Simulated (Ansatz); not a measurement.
The system is PtSe2 (Sudovikovite).

```
CELL_PARAMETERS angstrom
3.72400 0.00000 0.00000
-1.86200 3.22508 0.00000
0.00000 0.00000 5.06200
ATOMIC_POSITIONS crystal
Pt 0.01214 0.99333 0.99968
Se 0.66318 0.32632 0.74922
Se 0.33676 0.67795 0.23603
```

The cell isn't the ideal one: atoms moved at random.

* Program: Ansatz 0.2.0
* Task: relaxation of the atoms
* Functional: PBE-PBEsol
* Potentials or basis: all-electron LAPW, inner shells corrected to Dirac's equation
* Basis error allowed: 0.003 eV/atom
* k mesh: 6 × 6 × 4
* Occupations: methfessel-paxton, width 0.01 eV
* Spin: collinear spin, random start
* Starting moments: [-0.21, 0.0, 0.0] μB

At the start: volume 20.27 Å³/atom.

Q: Where does the relaxation end?

A: Over 9 steps the energy falls by 52.9 meV/atom; space group P-3m1 (No. 164, to 0.05 Å); moment 0.00 μB per cell.

Step by step:
| step | energy change (eV) | largest force (eV/Å) |
| --- | --- | --- |
| 1 | 0.0000 | 1.7617 |
| 2 | -0.0984 | 0.8528 |
| 3 | -0.1561 | 0.2726 |
| 4 | -0.1588 | 0.0059 |
| 5 | -0.1588 | 0.0058 |
| 6 | -0.1588 | 0.0035 |
| 7 | -0.1588 | 0.0054 |
| 8 | -0.1588 | 0.0040 |
| 9 | -0.1588 | 0.0063 |

Final structure:
```
Pt Se
1.0
     3.72400    0.00000    0.00000
    -1.86200    3.22508    0.00000
     0.00000    0.00000    5.06200
Pt Se
1 2
Direct
  0.00403 0.99920 0.99498
  0.67103 0.33141 0.73337
  0.33702 0.66700 0.25658
```

Caveat: the starting moments weren't kept.
